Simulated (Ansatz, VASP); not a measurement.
# One calculation of BeTe, two programs

Contents of POSCAR:

```
BeTe
1.0
    0.0000000000      2.7700000000      2.7700000000
    2.7700000000      0.0000000000      2.7700000000
    2.7700000000      2.7700000000      0.0000000000
Te Be
1 1
Direct
    0.7500000000      0.7500000000      0.7500000000
    0.0000000000      0.0000000000      0.0000000000
```

The input INCAR.step1:

```
SYSTEM = BeTe
PREC = Accurate ; ENCUT = 520
EDIFF = 1E-5 ; ISMEAR = -1
SIGMA = 0.05 ; LREAL = .False.
LASPH = .True. ; NELM = 100
ALGO = Normal ; ISIF = 2
LWAVE = .True. ; LCHARG = .False.
NBANDS = 11 ; GGA = PE
```

INCAR.step2

```
SYSTEM = BeTe
PREC = Accurate ; ENCUT = 520
EDIFF = 1E-6 ; ISMEAR = -1
SIGMA = 0.05 ; LREAL = .False.
LASPH = .True. ; NELM = 100
ALGO = Normal ; ISIF = 2
LWAVE = .False. ; LCHARG = .False.
METAGGA = R2SCAN ; LHFCALC = .True.
AEXX = 0.25 ; LMIXTAU = .True.
PRECFOCK = Fast ; NBANDS = 11
ISTART = 1 ; HFRCUT = -1
```

Contents of KPOINTS:

```
regular mesh
0
Gamma
  4 4 4
  0 0 0
```

File KPOINTS_OPT:

```
path GXWKGLUWLK,UX
12
line-mode
reciprocal
 0.0000000000  0.0000000000  0.0000000000  G
 0.5000000000  0.0000000000  0.5000000000  X

 0.5000000000  0.0000000000  0.5000000000  X
 0.5000000000  0.2500000000  0.7500000000  W

 0.5000000000  0.2500000000  0.7500000000  W
 0.3750000000  0.3750000000  0.7500000000  K

 0.3750000000  0.3750000000  0.7500000000  K
 0.0000000000  0.0000000000  0.0000000000  G

 0.0000000000  0.0000000000  0.0000000000  G
 0.5000000000  0.5000000000  0.5000000000  L

 0.5000000000  0.5000000000  0.5000000000  L
 0.6250000000  0.2500000000  0.6250000000  U

 0.6250000000  0.2500000000  0.6250000000  U
 0.5000000000  0.2500000000  0.7500000000  W

 0.5000000000  0.2500000000  0.7500000000  W
 0.5000000000  0.5000000000  0.5000000000  L

 0.5000000000  0.5000000000  0.5000000000  L
 0.3750000000  0.3750000000  0.7500000000  K

 0.6250000000  0.2500000000  0.6250000000  U
 0.5000000000  0.0000000000  0.5000000000  X
```

The input input.yaml:

```yaml
crystal:
  lattice:
    - [0.0, 2.77, 2.77]
    - [2.77, 0.0, 2.77]
    - [2.77, 2.77, 0.0]
  atoms:
    - { symbol: Te, position: [0.75, 0.75, 0.75] }
    - { symbol: Be, position: [0.0, 0.0, 0.0] }
hamiltonian:
  xc: r2scan0
  pseudopotentials: { kind: paw }
kpoints:
  mp_grid: { grid: [4, 4, 4] }
  band_path:
    path:
      - [[0.0, 0.0, 0.0], [0.5, 0.0, 0.5], [0.5, 0.25, 0.75], [0.375, 0.375, 0.75], [0.0, 0.0, 0.0], [0.5, 0.5, 0.5], [0.625, 0.25, 0.625], [0.5, 0.25, 0.75], [0.5, 0.5, 0.5], [0.375, 0.375, 0.75]]
      - [[0.625, 0.25, 0.625], [0.5, 0.0, 0.5]]
    npoints: 4
scf:
  occupations: { method: fermi_dirac, width: 0.05 }
  n_extra_bands: 6
output:
  forces: true
  stress: true
  eigenvalues: true
  fatbands: false
  write_density: true
  write_potential: true
  elf: true
  volumetric_format: npy
```

Alike in both runs: task band structure; functional r2SCAN0; k mesh 4 × 4 × 4; occupations fermi-dirac, width 0.05 eV; no spin polarisation.

|  | VASP | Ansatz |
| --- | --- | --- |
| version | VASP 6.6.1 | Ansatz 0.2.0 |
| potentials or method | VASP PAW PBE potentials, release 64 (Te, Be) | Ansatz PAW |
| plane-wave cutoff (eV) | 520 | 500 |
| valence electrons in the cell | 8 | 18 |

|  | VASP | Ansatz | Ansatz less VASP |
| --- | --- | --- | --- |
| gap on the k mesh at the Fermi level (eV) | 3.41 | 3.42 | +0.005 |
| least direct gap on the mesh (eV) | 5.37 | 5.35 | -0.011 |
| gap along the band path (eV) | 3.41 | 3.42 | +0.005 |
| pressure (GPa) | 3.7 | 3.9 | +0.18 |

The two sets of potentials don't hold the same shells in valence.

Caveats: the k mesh is coarse (spacing up to 0.49 Å⁻¹), so the values aren't converged, least of all with exact exchange; spin-orbit coupling is left out, which moves the levels of the heavy elements; the PAW data sets were made with another functional, which shifts forces and pressure a little (VASP); the PAW data sets come from PBE, with cores solved anew for the run's functional, which leaves a small shift of forces and pressure (Ansatz); the thresholds are loose for stress (Ansatz).
